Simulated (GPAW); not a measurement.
InSe:

```
In Se
1.0
     4.04733    0.00000    0.00000
    -2.02366    3.50509    0.00000
     0.00000    0.00000   18.05206
In Se
4 4
Cartesian
  0.0000 2.3367 1.3971
  0.0000 2.3367 16.6550
  0.0000 0.0000 7.6289
  0.0000 0.0000 10.4231
  0.0000 2.3367 6.3721
  0.0000 2.3367 11.6800
  2.0237 1.1684 2.6537
  2.0237 1.1684 15.3984
```

Measurements of this composition are mostly on another form, of space group No. 160.

Base run:

| Property | Result |
| --- | --- |
| Program | GPAW 26.7.0 |
| Functional | PBEsol |
| Potentials or basis | PAW data sets generated in the run's folder for this functional |
| Cutoff | 600 eV |
| Basis | pw |
| k mesh | 5 × 5 × 1 |
| Occupations | fermi-dirac, width 0.05 eV |
| Spin | no spin polarisation |

Its results: band gap on the k mesh 0.63 eV, direct; pressure -0.9 GPa; largest force 0.084 eV/Å.

Question: The run is repeated on the same cell with these changes: functional from PBEsol to LDA; potentials or basis from PAW data sets generated in the run's folder for this functional to the program's PAW data sets (release 1.2.1) made for this functional. What comes out?

Answer: Band gap on the k mesh 0.49 eV, direct; pressure -2.4 GPa; largest force 0.176 eV/Å.

Caveats: spin-orbit coupling is left out, which moves the levels of the heavy elements; this functional lacks dispersion, which binds the layers, so the pressure and a relaxed spacing across them are unreliable (some runs).
